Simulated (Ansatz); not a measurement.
# Band transport in TaN

All numbers below come from DFT PBEsol, scalar-relativistic, plane waves, PAW (Ansatz). Settings: 420 eV plane-wave cutoff, Γ-centred 16×16×16 mesh, Fermi-Dirac smearing of 0.15 eV. No spin polarisation.

Equilibrium structure at this level:
```xyz
2
Lattice="0.0000 2.1884 2.1884 2.1884 0.0000 2.1884 2.1884 2.1884 0.0000" Properties=species:S:1:pos:R:3 pbc="T T T"
Ta    2.1884    2.1884    2.1884
N     0.0000    0.0000    0.0000
```

In a metal these results depend on the k mesh and the smearing. Spin–orbit coupling is left out, which matters for heavy elements.

Constant relaxation time and rigid bands. The levels are interpolated over the whole zone and filled by a Fermi function at the stated temperature, with the chemical potential set by the electron count. Seebeck coefficients of a few μV/K are small differences and uncertain even in sign.

(1) Give the Drude plasma energies, the density of states at the chemical potential and σ/τ at 300 K.

(2) And the Seebeck coefficient (μV/K)?

Answers

(1)
* Plasma energy xx, yy, zz: 10.97, 10.97, 10.97 eV
* Density of states (thermally broadened): 0.78 states/eV/cell
* Conductivity over τ, xx, yy, zz: 24.6, 24.6, 24.6 ×10²⁰ (Ω·m·s)⁻¹

(2)
| T (K) | Sxx | Syy | Szz |
| --- | --- | --- | --- |
| 300 | 0.1 | 0.1 | 0.1 |
| 600 | 0.3 | 0.3 | 0.3 |
| 900 | 0.2 | 0.2 | 0.2 |

This rock-salt form isn't the usual stable structure of the compound.

Cost: 1 run of about 8.5 core-minutes, on Intel Xeon Platinum 8175M (Skylake/Cascade Lake) (shared hosts).